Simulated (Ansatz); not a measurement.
Method: DFT PBE, scalar-relativistic, plane waves, PAW in Ansatz 0.2.0. All cells share a 420 eV cutoff and Γ-centred k meshes spaced at most about 0.3 Å⁻¹ (about 0.25 or finer for metals, 2π included). No spin polarisation.

These are static total energies at zero pressure.

Problem. Order these relaxed structures of CaB by energy, lowest first, with the energy over the lowest of them.
1.

```cif
data_structure
_symmetry_space_group_name_H-M 'P-3m1'
_symmetry_Int_Tables_number 164
_cell_length_a 3.2992
_cell_length_b 3.2992
_cell_length_c 8.0321
_cell_angle_alpha 90.000
_cell_angle_beta 90.000
_cell_angle_gamma 120.000
_cell_volume 75.71
loop_
_atom_site_label
_atom_site_type_symbol
_atom_site_symmetry_multiplicity
_atom_site_Wyckoff_symbol
_atom_site_fract_x
_atom_site_fract_y
_atom_site_fract_z
_atom_site_occupancy
Ca1 Ca 2 d 0.33333 0.66667 0.29439 1
B1 B 2 d 0.33333 0.66667 0.98406 1
```

2.

```cif
data_structure
_symmetry_space_group_name_H-M 'P-6m2'
_symmetry_Int_Tables_number 187
_cell_length_a 3.6790
_cell_length_b 3.6790
_cell_length_c 3.5593
_cell_angle_alpha 90.000
_cell_angle_beta 90.000
_cell_angle_gamma 120.000
_cell_volume 41.72
loop_
_atom_site_label
_atom_site_type_symbol
_atom_site_symmetry_multiplicity
_atom_site_Wyckoff_symbol
_atom_site_fract_x
_atom_site_fract_y
_atom_site_fract_z
_atom_site_occupancy
Ca1 Ca 1 f 0.66667 0.33333 0.50000 1
B1 B 1 c 0.33333 0.66667 0.00000 1
```

Solution. 1 (0 meV/atom), 2 (533 meV/atom). Forms: cell 1 P-3m1; cell 2 tungsten carbide type, P-6m2. Counting B atoms around Ca (those within 1.25 times the shortest such distance or 1.15 times the sum of covalent radii, 1.27 where that leaves under three; a plus sign parts nearer from farther groups): cell 1 has Ca 1+3; cell 2 has Ca 6. Cell 1 holds B–B nets (shortest 1.92 Å); in cell 2 the shortest B–B distance is 3.56 Å. Both come from invented guesses. The lowest form computed isn't among them: it has space group C2/m (No. 12), 22.1 Å³/atom and lies 0.37 eV/atom below the best shown. Even the lowest of the cells shown lies +0.47 eV/atom against the elements.

Cells relaxed within their symmetry can be saddle points. Some types were kept out of the candidates beforehand, so the set may lack a known form.
